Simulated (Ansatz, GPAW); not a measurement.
# Ballistic transport through a Ag chain with one P atom in line, from relaxation to T(E), part 4 of 4

How well does a Ag chain with one P atom in line conduct once its atoms have relaxed, and how much do cheaper levels lose?

GPAW 26.7.0 and Ansatz 0.2.0; Ansatz plane waves; relaxation of the junction with the lead ends held (the session's first sound run).

So far, transmission at the Fermi level (one spin): step 3 (plane waves, PBE) 0.389; step 4 (GPAW, dzp, PBE, GPAW) 0.376; step 5 (single-zeta polarised basis, PBE, GPAW) 0.348; step 6 (GPAW, sz: basis = "sz(dzp)", PBE, GPAW) 0.312. Also open channels of the lead at the Fermi level (one spin): 1 in steps 3, 4, 5 and 6.

## (7) RPBE in the dzp basis: xc = "RPBE"

Level of this step: GPAW LCAO, PAW setups; Landauer transmission from Green's functions with principal layers (ASE), zero bias (GPAW).

Back in the dzp basis, the functional changes from PBE to RPBE, to set the spread between functionals beside that between bases.

Contents of run.py:

```python
import json
import numpy as np
from ase import Atoms
from ase.transport.calculators import TransportCalculator
from gpaw import GPAW, FermiDirac
from gpaw.lcao.tools import get_lcao_hamiltonian
from scipy.linalg import eigh

# The junction with lead layers at both ends, along the third cell vector
device = Atoms(
    ['Ag', 'Ag', 'Ag', 'Ag', 'Ag', 'Ag', 'Ag', 'P', 'Ag', 'Ag', 'Ag', 'Ag', 'Ag', 'Ag', 'Ag'],
    positions=[
        [4.50000, 4.50000, 1.33000],
        [4.50000, 4.50000, 3.99000],
        [4.50000, 4.50000, 6.65000],
        [4.50000, 4.50000, 9.31000],
        [4.50000, 4.50000, 11.97000],
        [4.39206, 4.65417, 14.75390],
        [4.57860, 4.35036, 17.66436],
        [3.83536, 5.42765, 19.62750],
        [4.57933, 4.34391, 21.58646],
        [4.38635, 4.66003, 24.48105],
        [4.50000, 4.50000, 27.26320],
        [4.50000, 4.50000, 29.92320],
        [4.50000, 4.50000, 32.58320],
        [4.50000, 4.50000, 35.24320],
        [4.50000, 4.50000, 37.90320]],
    cell=[[9.0, 0.0, 0.0], [0.0, 9.0, 0.0], [0.0, 0.0, 39.2332]],
    pbc=True)

# One principal layer of the lead: the first 4 atoms of the device
lead = Atoms(
    ['Ag', 'Ag', 'Ag', 'Ag'],
    positions=[
        [4.50000, 4.50000, 1.33000],
        [4.50000, 4.50000, 3.99000],
        [4.50000, 4.50000, 6.65000],
        [4.50000, 4.50000, 9.31000]],
    cell=[[9.0, 0.0, 0.0], [0.0, 9.0, 0.0], [0.0, 0.0, 10.64]],
    pbc=True)

settings = dict(mode='lcao', basis='dzp', xc='RPBE', h=0.2,
                occupations=FermiDirac(0.1), maxiter=250,
                mixer=dict(beta=0.1, nmaxold=8, weight=100.0),
                convergence=dict(density=0.0001))
energies = np.arange(-2, 2 + 1e-9, 0.025)
eta = 0.0001
n1, n2 = 1, 1
# k and -k transmit alike, so half of the mesh across the current serves
mesh = [(i, j) for i in range(n1) for j in range(n2) if (i, j) <= (-i % n1, -j % n2)]
weights = np.array([1 if (i, j) == (-i % n1, -j % n2) else 2 for i, j in mesh]) / (n1 * n2)


def ground_state(atoms, size, txt):
    atoms.calc = GPAW(kpts={'size': size, 'gamma': True}, symmetry={'tolerance': 1e-3}, txt=txt, **settings)
    atoms.get_potential_energy()
    return atoms.calc.get_fermi_level()


def blocks(atoms, fermi, points, nz, cells):
    """H - E_F S and S between cell 0 and the cells above it, at each point across the current."""
    kz = np.arange(nz) / nz
    calc = atoms.calc.fixed_density(kpts=[(*k, z) for k in points for z in kz], symmetry='off', txt=None)
    H, S = get_lcao_hamiltonian(calc)
    H = (H - fermi * S).reshape(len(H), len(points), nz, *S.shape[1:])
    S = S.reshape(H.shape[1:])
    phases = [np.exp(-2j * np.pi * kz * R) / nz for R in cells]
    return [(np.einsum('skzij,z->ksij', H, p), np.einsum('kzij,z->kij', S, p)) for p in phases]


def pair(a, b):
    return np.block([[a, b], [b.T.conj(), a]])


def count_channels(h, s, cells, nk=240):
    """Half the number of times that the lead's bands cross each energy, unfolded to its shortest repeat."""
    b = len(h) // cells
    bands = []
    for k in (np.arange(nk + 1) + 0.5) / nk:
        hk, sk = h[:b, :b].copy(), s[:b, :b].copy()
        for R in range(1, cells):
            phase, block = np.exp(2j * np.pi * k * R), slice(R * b, (R + 1) * b)
            hk += h[:b, block] * phase + (h[:b, block] * phase).T.conj()
            sk += s[:b, block] * phase + (s[:b, block] * phase).T.conj()
        w, u = eigh(sk)
        x = u[:, w > 1e-5] / w[w > 1e-5]**0.5  # drop near-dependent combinations
        bands.append(np.r_[eigh(x.T.conj() @ hk @ x, eigvals_only=True), [1e9] * (w <= 1e-5).sum()])
    below = np.array(bands)[:, :, None] < energies
    return (below[1:] != below[:-1]).sum((0, 1)) / 2


fermi_lead = ground_state(lead, (1, 1, 11), 'lead.txt')
fermi_device = ground_state(device, (1, 1, 2), 'device.txt')
T, channels, eigen, tail, misfit, shifts = [], [], [], 0.0, 0.0, []
for first in range(0, len(mesh), 493):
    points = [(i / n1, j / n2) for i, j in mesh[first:first + 493]]
    (H0k, S0k), (H1k, S1k), (H2k, _) = blocks(lead, fermi_lead, points, 5, range(3))
    [(Hk, Sk)] = blocks(device, fermi_device, points, 2, [0])
    tail = max(tail, abs(H2k).max())
    for H0, S0, H1, S1, H, S in zip(H0k, S0k, H1k, S1k, Hk, Sk):
        n = len(S0)
        # Shift the lead onto the potential of the device's first layer
        shift = ((H[:, 0, 0] - H0[:, 0, 0]) / S0[0, 0]).real.mean()
        shifts.append(shift)
        misfit = max(misfit, abs(H[:, :n, :n] - H0 - shift * S0).max())
        Tk, Ck, Ek = [], [], []
        for s in range(len(H)):
            t = s % len(H0)  # a lead without moments serves both spins
            h1, s1 = pair(H0[t] + shift * S0, H1[t] + shift * S1), pair(S0, S1)
            leads = dict(h1=h1, s1=s1, energies=energies, eta=eta, eta1=eta, eta2=eta)
            calc = TransportCalculator(h=H[s], s=S, eigenchannels=3, **leads)
            Tk.append(calc.get_transmission())
            Ek.append(np.sort(calc.eigenchannels_ne, axis=0)[::-1])
            Ck.append(count_channels(h1, s1, 8))
        T.append(Tk)
        channels.append(Ck)
        eigen.append(Ek)
T, channels = np.array(T), np.array(channels)
mean, open_channels = np.einsum('kse,k->se', T, weights), np.einsum('kse,k->se', channels, weights)

print(f'basis functions: device {len(S)}, principal layer {n}')
print(f'Fermi level: lead {fermi_lead:.4f} eV, device {fermi_device:.4f} eV; lead shifted by {np.mean(shifts):.4f} eV')
print(f'largest coupling past the next layer {tail:.2e} eV, largest misfit of the first layer {misfit:.3f} eV')
print('  E-E_F (eV)   ' + 'T (one spin)  channels')
for e, t, c in zip(energies, mean.T, open_channels.T):
    print(f'{e:10.3f}  ', *[f'{x:11.4e}' for x in t], *[f'{x:9.4f}' for x in c])

kT = 8.617333e-5 * 300
fine = np.linspace(energies[0], energies[-1], 4001)
both = np.exp(np.interp(fine, energies, np.log(np.maximum(mean.sum(0) * 2 / len(mean), 1e-30))))
fermi = lambda mu: 1 / (1 + np.exp(np.clip((fine - mu) / kT, -200, 200)))
slope = fermi(0) * (1 - fermi(0)) / kT
G = np.trapezoid(both * slope, fine) / 2
seebeck = -np.trapezoid(both * slope * fine, fine) / (2 * G * 300) * 1e6
print(f'conductance at 300 K: {G:.5g} G0 a cell; thermopower {seebeck:.4g} uV/K')
bias = [0.1, 0.2, 0.5, 1.0, 1.5, 2.0]
current = [38.74 * np.trapezoid(both * (fermi(V / 2) - fermi(-V / 2)), fine) for V in bias]
for V, I in zip(bias, current):
    print(f'current from the zero-bias T(E) at {V} V: {I:.5g} uA')
zero = abs(energies).argmin()
json.dump(dict(energies=energies.tolist(), T=mean.tolist(), channels=open_channels.tolist(), G=G, seebeck=seebeck,
               bias=bias, current=current, tail=tail, misfit=misfit, shift=np.mean(shifts), n_device=len(S), n_lead=n,
               fermi=[fermi_lead, fermi_device], energy=device.get_potential_energy(),
               moments=device.get_magnetic_moments().tolist(), mesh=mesh, weights=weights.tolist(),
               T_k=T[:, :, zero].tolist(), eigen=np.array(eigen[0]).tolist()), open('result.json', 'w'))
```

On the command line:

```console
$ OMP_NUM_THREADS=1 OPENBLAS_NUM_THREADS=1 python run.py
```

Numbers of over 12 decimals in the logs are rounded to 6 here.

What it wrote:

```text
basis functions: device 391, principal layer 108
Fermi level: lead -3.6149 eV, device -3.6109 eV; lead shifted by 0.0164 eV
largest coupling past the next layer 3.60e-05 eV, largest misfit of the first layer 0.186 eV
  E-E_F (eV)   T (one spin)  [channel counts left out]
    -2.000    2.3737e-03
    -1.975    1.9211e-03
    -1.950    1.5576e-03
[...]
1.975    1.5268e-01
     2.000    1.4538e-01
conductance at 300 K: 0.36837 G0 a cell; thermopower -8.451 uV/K
current from the zero-bias T(E) at 0.1 V: 2.8447 uA
current from the zero-bias T(E) at 0.2 V: 5.6329 uA
current from the zero-bias T(E) at 0.5 V: 13.127 uA
current from the zero-bias T(E) at 1.0 V: 22.096 uA
current from the zero-bias T(E) at 1.5 V: 40.979 uA
current from the zero-bias T(E) at 2.0 V: 54.155 uA
```

Wall time 2.5 min (1 thread of Intel Xeon Platinum 8259CL at 2.50GHz (Skylake/Cascade Lake), shared host); peak memory 1.4 GiB.

Numbers from this step:

| Property | Result |
| --- | --- |
| conductance | 0.3684 G₀ |
| thermopower | -8.451 μV/K |
| largest coupling past the next principal layer | 3.60e-5 eV |
| largest misfit of the first principal layer | 0.1864 eV |
| shift that aligns the lead | 0.01645 eV |
| basis functions of the junction | 391 |
| basis functions of a principal layer | 108 |
| transmission at the Fermi level (one spin) | 0.3720 |

The conductance, 0.368 G₀, lies 1.1 % below that of the dzp run.

## (8) Without the relaxation: geometry = "as built"

The dzp basis with PBE on the structure as first built shows what the relaxation was worth.

run.py: that of step 7 with these lines changed.

```diff
@@ -17,7 +17,7 @@
         [4.50000, 4.50000, 11.97000],
-        [4.39206, 4.65417, 14.75390],
-        [4.57860, 4.35036, 17.66436],
-        [3.83536, 5.42765, 19.62750],
-        [4.57933, 4.34391, 21.58646],
-        [4.38635, 4.66003, 24.48105],
+        [4.50000, 4.50000, 14.63000],
+        [4.50000, 4.50000, 17.29000],
+        [4.50000, 4.50000, 19.61660],
+        [4.50000, 4.50000, 21.94320],
+        [4.50000, 4.50000, 24.60320],
         [4.50000, 4.50000, 27.26320],
@@ -41,3 +41,3 @@
 
-settings = dict(mode='lcao', basis='dzp', xc='RPBE', h=0.2,
+settings = dict(mode='lcao', basis='dzp', xc='PBE', h=0.2,
                 occupations=FermiDirac(0.1), maxiter=250,
```

What it wrote:

```text
basis functions: device 391, principal layer 108
Fermi level: lead -3.7843 eV, device -3.8069 eV; lead shifted by -0.0005 eV
largest coupling past the next layer 3.56e-05 eV, largest misfit of the first layer 0.092 eV
  E-E_F (eV)   T (one spin)  channels
    -2.000    1.0809e-01    3.0000
    -1.975    9.6514e-02    3.0000
    -1.950    8.5501e-02    3.0000
[...]
1.975    3.6800e-01    1.0000
     2.000    3.6666e-01    1.0000
conductance at 300 K: 0.58606 G0 a cell; thermopower 1.822 uV/K
current from the zero-bias T(E) at 0.1 V: 4.5364 uA
current from the zero-bias T(E) at 0.2 V: 9.0466 uA
current from the zero-bias T(E) at 0.5 V: 22.18 uA
current from the zero-bias T(E) at 1.0 V: 41.877 uA
current from the zero-bias T(E) at 1.5 V: 59.075 uA
current from the zero-bias T(E) at 2.0 V: 73.301 uA
```

The job ended after 2.7 min (1 thread; peak memory 1.4 GiB).

This step gave:

```yaml
conductance: 0.5861 G₀
thermopower: 1.822 μV/K
largest_coupling_past_the_next_principal_layer: 3.56e-5 eV
largest_misfit_of_the_first_principal_layer: 0.09204 eV
shift_that_aligns_the_lead: -5.45e-4 eV
transmission_at_the_fermi_level_one_spin: 0.5877
```

The conductance, 0.586 G₀, lies 57 % above that of the dzp run.

## (9) Cost and result by level

Times are wall times on the hardware named with each run. Results by setting:

```
no.       run  conductance (G₀)     time  memory (GiB)
  1    pw PBE            0.3859  2.8 min           4.6
  2       dzp            0.3726  2.4 min           1.4
  3       szp            0.3443  1.8 min           1.4
  4        sz            0.3080     80 s           1.3
  5  dzp RPBE            0.3684  2.5 min           1.4
  6   asbuilt            0.5861  2.7 min           1.4
```

## (10) Comparison

The curves are compared point by point over the common energies.

This step: comparison of transmission and cost over codes, levels and geometry (GPAW 26.7.0).

Ladder, by row:

```
    step    code  T at the Fermi level (sum over the listed spins)  conductance (G0)  r.m.s. T(E) from the first  wall time (s)  peak memory (GiB)  threads
  pw-pbe  Ansatz                                            0.3895            0.3859                           0          168.8              4.635        4
     dzp    GPAW                                            0.3762            0.3726                     0.06474          145.5               1.43        1
     szp    GPAW                                            0.3476            0.3443                     0.07821          105.4               1.36        1
      sz    GPAW                                            0.3115             0.308                      0.1127          79.85               1.32        1
dzp-RPBE    GPAW                                             0.372            0.3684                     0.06543          151.8               1.43        1
 asbuilt    GPAW                                            0.5877            0.5861                      0.1994          164.7               1.43        1
```

Table of transmission, zone mean, sum over the listed spins by energy, zero at the Fermi level:

```
energy (eV)   pw-pbe      dzp      szp       sz  dzp-RPBE  asbuilt
    -2.0000  0.00157  0.00510  0.00583   0.0162   0.00237    0.108
    -1.7500        0   2.6e-4  0.00102  0.00608    5.2e-5   0.0200
    -1.5000        0   2.3e-8   1.0e-8   5.9e-4    2.4e-8   5.3e-9
    -1.2500        0   1.6e-8   6.0e-9  1.7e-11    1.3e-8   4.7e-9
    -1.0000    0.200   0.0153   0.0132  0.00492    0.0171    0.182
    -0.7500    0.967    0.812    0.769    0.605     0.790    0.414
    -0.7000    0.992    0.929    0.908    0.797     0.927    0.430
    -0.6500    0.863    0.846    0.813    0.879     0.875    0.442
    -0.5000   0.0983    0.120   0.0955    0.282     0.117    0.482
    -0.2500    0.177    0.160    0.146   0.0946     0.166    0.572
     0.0000    0.389    0.376    0.348    0.312     0.372    0.588
     0.1500    0.411    0.412    0.384    0.353     0.405    0.553
     0.1750    0.411    0.413    0.385    0.354     0.406    0.545
     0.2000    0.410    0.413    0.386    0.355     0.405    0.538
     0.2500    0.406    0.410    0.383    0.355     0.403    0.523
     0.5000    0.381    0.379    0.353    0.332     0.371    0.459
     0.7500    0.365    0.353    0.330    0.313     0.346    0.424
     1.0000    0.351    0.333    0.314    0.302     0.327    0.408
     1.2500    0.331    0.305    0.289    0.288     0.302    0.399
     1.5000    0.300    0.265    0.251    0.261     0.265    0.390
     1.7500    0.252    0.211    0.200    0.218     0.213    0.379
     2.0000    0.182    0.142    0.134    0.156     0.145    0.367
```

## (11) A varied run

One more run, with changed settings.

This step: GPAW LCAO, PAW setups; Landauer transmission from Green's functions with principal layers (ASE), zero bias (GPAW 26.7.0).

run.py: that of step 8 with these lines changed.

```diff
@@ -17,7 +17,7 @@
         [4.50000, 4.50000, 11.97000],
-        [4.50000, 4.50000, 14.63000],
-        [4.50000, 4.50000, 17.29000],
-        [4.50000, 4.50000, 19.61660],
-        [4.50000, 4.50000, 21.94320],
-        [4.50000, 4.50000, 24.60320],
+        [4.39206, 4.65417, 14.75390],
+        [4.57860, 4.35036, 17.66436],
+        [3.83536, 5.42765, 19.62750],
+        [4.57933, 4.34391, 21.58646],
+        [4.38635, 4.66003, 24.48105],
         [4.50000, 4.50000, 27.26320],
@@ -30,11 +30,8 @@
 
-# One principal layer of the lead: the first 4 atoms of the device
+# One principal layer of the lead: the first 1 atoms of the device
 lead = Atoms(
-    ['Ag', 'Ag', 'Ag', 'Ag'],
+    ['Ag'],
     positions=[
-        [4.50000, 4.50000, 1.33000],
-        [4.50000, 4.50000, 3.99000],
-        [4.50000, 4.50000, 6.65000],
-        [4.50000, 4.50000, 9.31000]],
-    cell=[[9.0, 0.0, 0.0], [0.0, 9.0, 0.0], [0.0, 0.0, 10.64]],
+        [4.50000, 4.50000, 1.33000]],
+    cell=[[9.0, 0.0, 0.0], [0.0, 9.0, 0.0], [0.0, 0.0, 2.66]],
     pbc=True)
@@ -42,3 +39,3 @@
 settings = dict(mode='lcao', basis='dzp', xc='PBE', h=0.2,
-                occupations=FermiDirac(0.1), maxiter=250,
+                occupations=FermiDirac(0.1), maxiter=100,
                 mixer=dict(beta=0.1, nmaxold=8, weight=100.0),
@@ -113,3 +110,3 @@
             Ek.append(np.sort(calc.eigenchannels_ne, axis=0)[::-1])
-            Ck.append(count_channels(h1, s1, 8))
+            Ck.append(count_channels(h1, s1, 2))
         T.append(Tk)
```

What it wrote:

```text
basis functions: device 391, principal layer 27
Fermi level: lead -3.6508 eV, device -3.7660 eV; lead shifted by 0.1255 eV
largest coupling past the next layer 4.66e-01 eV, largest misfit of the first layer 0.012 eV
  E-E_F (eV)   T (one spin)  channels
    -2.000    5.0896e-03    5.0000
    -1.975    4.2276e-03    5.0000
    -1.950    3.4758e-03    5.0000
    -1.925    2.8595e-03    5.0000
    -1.900    2.3826e-03    5.0000
    -1.875    2.0211e-03    5.0000
    -1.850    1.7338e-03    5.0000
    -1.825    1.4765e-03    5.0000
    -1.800    1.2110e-03    5.0000
    -1.775    4.1755e-04    3.0000
    -1.750    2.1468e-04    3.0000
    -1.725    1.4039e-04    3.0000
    -1.700    8.9082e-05    3.0000
    -1.675    8.1357e-05    2.0000
    -1.650    8.4362e-05    2.0000
    -1.625    1.3852e-04    2.0000
[...]
1.825    4.0115e-01    2.0000
     1.850    3.8801e-01    2.0000
     1.875    3.7740e-01    2.0000
     1.900    3.6893e-01    2.0000
     1.925    3.5849e-01    2.0000
     1.950    3.3619e-01    2.0000
     1.975    2.8812e-01    2.0000
     2.000    2.1133e-01    2.0000
conductance at 300 K: 0.46478 G0 a cell; thermopower 5.795 uV/K
current from the zero-bias T(E) at 0.1 V: 3.4299 uA
current from the zero-bias T(E) at 0.2 V: 5.849 uA
current from the zero-bias T(E) at 0.5 V: 7.8056 uA
current from the zero-bias T(E) at 1.0 V: 12.236 uA
current from the zero-bias T(E) at 1.5 V: 29.654 uA
current from the zero-bias T(E) at 2.0 V: 39.732 uA
```

Run time: 1.8 min. Hardware: 1 thread; peak memory 1.3 GiB.

The run finished. A setting was moved off its sound value on purpose, so it serves as a test and not as the result.

The fault put into the input: a principal layer that is too short (n_lead = 1 and period = 2.66).

The two runs compared:

```
                                               quantity  this run  sound run  difference
                                       conductance (G₀)   0.46478    0.37260      0.0922
    largest coupling past the next principal layer (eV)   0.46596   3.555e-5       0.466
       largest misfit of the first principal layer (eV)  0.011503    0.20927      -0.198
                        shift that aligns the lead (eV)   0.12547  0.0029716       0.123
                   basis functions of a principal layer        27        108         -81
             transmission at the Fermi level (one spin)   0.51015    0.37620       0.134
open channels of the lead at the Fermi level (one spin)         2          1           1
```

The two runs differ clearly in the largest coupling past the next principal layer: 0.466 eV against 3.6e-5 eV.

## (12) What came out

| Property | Result |
| --- | --- |
| conductance | 0.373 G₀ |
| transmission at the Fermi level, mean of the spins | 0.376 |
| thermopower | -8.95 μV/K |
| open channels of the lead there | 1 |

In words: In the dzp basis the junction conducts 0.373 G₀ at 300 K, with T = 0.376 a spin at the Fermi level; the szp basis reaches that conductance within 10 %. Relaxation moved atoms by up to 1.1 Å and took the conductance from 0.586 to 0.373 G₀, as a ratio a larger change than the step from dzp to the minimal basis. Plane waves (PBE) give T = 0.389 there. The scatterer reflects about 62 % of the incoming channels at the Fermi level. At the Fermi level one eigenchannel carries the current (0.38). The negative thermopower says that the thermally weighted transmission is larger above the Fermi level, as for electron-like transport. Measured against the first run (pw-pbe), the nearest curve is that of dzp (r.m.s. 0.065) and the farthest that of asbuilt (0.20). Over the compared runs wall time goes from 80 s (sz) to 169 s (pw-pbe), on a shared host; the plane-wave run used 4 threads and the orbital runs 1. The leads kept an estimated spacing and the cell its length, so the junction may be under some tension or compression. The run had no spin polarisation, so a magnetic state, which chains and small molecules with open shells often have, wasn't tested. An evenly spaced straight chain is an idealisation: free chains tend to dimerise, zigzag or, where a band edge lies near the Fermi level, turn magnetic. The currents use the zero-bias T(E) throughout, which holds only while the bias is small against the distance to the nearest feature.

[Logs are printed without paths, hosts, clocks, repeated set-up lines and the standing remarks that a program may print on its own settings, such as how far it seeks lower states.]

[Hosts, paths, dates, database ids (printed as entryN), source tags and the programs' standing remarks are cut or masked in the printed files.]
